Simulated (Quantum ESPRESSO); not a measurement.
Cd under changes of volume

One of the cells (21.606 Å³/atom); the others are scaled copies at fixed shape and fractional positions:

```
Cd
1.0
     3.09307    0.00000    0.00000
    -1.54653    2.67868    0.00000
     0.00000    0.00000   10.43074
Cd
4
Cartesian
  1.5465 0.8929 7.8231
  0.0000 0.0000 5.2154
  0.0000 1.7858 2.6077
  0.0000 0.0000 0.0000
```

| Quantity | Value |
| --- | --- |
| Program | Quantum ESPRESSO 7.5 |
| Functional | PBEsol |
| Potentials or basis | GBRV 1.5 PBEsol |
| Cutoff | 612 eV |
| Density cutoff | 4898 eV |
| k mesh | 10 × 10 × 3 |
| Occupations | fermi-dirac, width 0.05 eV |
| Spin | no spin polarisation |

```csv
volume (Å³/atom),energy over the lowest point (meV/atom),pressure (GPa)
20.309,4.70,2.2
20.741,0.58,0.8
21.173,0.00,-0.4
21.606,2.48,-1.5
22.038,7.63,-2.4
22.470,?,?
22.902,24.52,-3.9
```

Question: What does the run at 22.470 Å³/atom give?

Answer: Energy over the lowest point 15.07 meV/atom; pressure -3.2 GPa.

Worked out: A Birch-Murnaghan fit of order 3 (a polynomial in V^(-2/3)) to the other rows has its minimum at 21.03 Å³/atom with B0 = V·E''(V) = 58 GPa and B' = 5.9 at fixed shape and positions, which overstates the stiffness. It gives 15.08 meV/atom at 22.470 Å³/atom, against the run's 15.07, and -dE/dV = -3.2 GPa, against -3.2.

Energies are extrapolated to zero smearing.
